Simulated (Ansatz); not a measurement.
I need cell relaxations under several functionals of CdSe, space group Fm-3m. Use Ansatz's Python interface. Use (first run): PBEsol, PAW, the default cutoff (420 eV here), 6×6×6 k-points, Fermi-Dirac smearing of 0.05 eV, D3BJ dispersion.

```
CELL_PARAMETERS angstrom
0.00000 2.87396 2.87396
2.87396 0.00000 2.87396
2.87396 2.87396 0.00000
ATOMIC_POSITIONS crystal
Cd 0.00000 0.00000 0.00000
Se 0.50000 0.50000 0.50000
```

The script, `lattice_cdse.py`:
```python
"""How the lattice of CdSe depends on the functional."""

import warnings

import ansatz as az
import numpy as np

def edges_and_angles(cell):
    cell = np.asarray(cell)
    a, b, c = np.linalg.norm(cell, axis=1)
    cosines = cell[1] @ cell[2] / (b * c), cell[0] @ cell[2] / (a * c), cell[0] @ cell[1] / (a * b)
    return (a, b, c, *np.degrees(np.arccos(cosines)))

warnings.simplefilter("ignore", az.DeckWarning)

lattice = az.Lattice.of(
    [0.0, 2.873958, 2.873958],
    [2.873958, 0.0, 2.873958],
    [2.873958, 2.873958, 0.0],
)
sites = [
    ("Cd", [0.0, 0.0, 0.0]),
    ("Se", [0.5, 0.5, 0.5]),
]
system = az.Crystal(lattice=lattice)
for symbol, position in sites:
    system = system.atom(symbol, position)

job = (
    system.calculation()
    .kpoints(6, center="gamma")
    .occupations("fermi_dirac", width=0.05)
    .relax(cell=True)
)

levels = [("pbesol", "d3bj"), ("blyp", "d3bj"), ("lda", "none")]
print("level            a       b       c    alpha   beta  gamma  V/atom  steps")
for name, dispersion in levels:
    seen = []
    run = job.functional(name, dispersion=dispersion).session().plan()
    res = run.execute(on_event=lambda e: seen.append(e) if e["event"] == "relax_step" else None)
    cell = res.lattice.cell_ang
    label = name if dispersion == "none" else f"{name}+{dispersion}"
    print("{:13s} {:7.4f} {:7.4f} {:7.4f} {:6.2f} {:6.2f} {:6.2f}".format(label, *edges_and_angles(cell)), f"{abs(np.linalg.det(cell)) / len(res.lattice.sites):7.3f} {len(seen):5d}")
```

Running `python lattice_cdse.py` prints:
```text
level            a       b       c    alpha   beta  gamma  V/atom  steps
pbesol+d3bj    3.9319  3.9319  3.9319  60.00  60.00  60.00  21.491     5
blyp+d3bj      4.0103  4.0103  4.0103  60.00  60.00  60.00  22.803     5
lda            3.9358  3.9358  3.9358  60.00  60.00  60.00  21.555     6
```

From smallest to largest: PBEsol+D3BJ (21.49 Å³ an atom, -9.5 % against the start), LDA (21.55 Å³ an atom, -9.2 % against the start) and BLYP+D3BJ (22.80 Å³ an atom, -3.9 % against the start). The spread is 6.1 % in volume.

Notes:
- Forces vanish by symmetry, so the ions can't move, and the end may be a saddle.
- BLYP and dispersion corrections can be off by several per cent in the lattices of metals, and by several GPa in the pressure at a fixed cell.
- For a metal this k-point mesh is coarse: on a finer one energies can move by several to tens of meV an atom and pressures by half a GPa or more, differences at one mesh by less.
- Edges and angles are those of the cell as typed, here a primitive one, not of the conventional cell.
- This is a high-temperature or high-pressure form, not the ambient phase.
- This cell is a computed structure, which may not be the phase found in nature.
- Run time: 6.6 s on 1 thread of AMD EPYC 9R45 96-Core Processor (Zen 5), on a shared host, peak memory 0.44 GiB.
